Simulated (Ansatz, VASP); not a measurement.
## Two plane-wave programs on HfN

```
CELL_PARAMETERS angstrom
0.00000 2.28569 2.28569
2.28569 0.00000 2.28569
2.28569 2.28569 0.00000
ATOMIC_POSITIONS crystal
Hf 0.00000 0.00000 0.00000
N 0.50000 0.50000 0.50000
```

Change from the starting cell: volume scaled by 1.04.

Alike in both runs: task single point; functional PBE; k mesh 10 × 10 × 10; occupations fermi-dirac, width 0.05 eV; no spin polarisation.

```csv
,VASP,Ansatz
version,VASP 6.6.1,Ansatz 0.2.0
potentials or method,"VASP PAW PBE potentials, release 64 (Hf_pv, N)",Ansatz PAW
plane-wave cutoff (eV),520,420
valence electrons in the cell,15,31
```

Ansatz gave:

```
gap on the k mesh at the Fermi level (eV) : none
pressure (GPa)                            : -3.9
```

Q: Which values does VASP return?

A: gap on the k mesh at the Fermi level (eV): none; pressure (GPa): -6.2.

A gap of «none» marks a metal or a gap that the smearing closes. The two sets of potentials don't hold the same shells in valence.

Caveats: the pressure holds a Pulay correction of +0.5 GPa for the finite cutoff (Ansatz). The runs have no spin-orbit coupling, so splittings on Hf are missing.
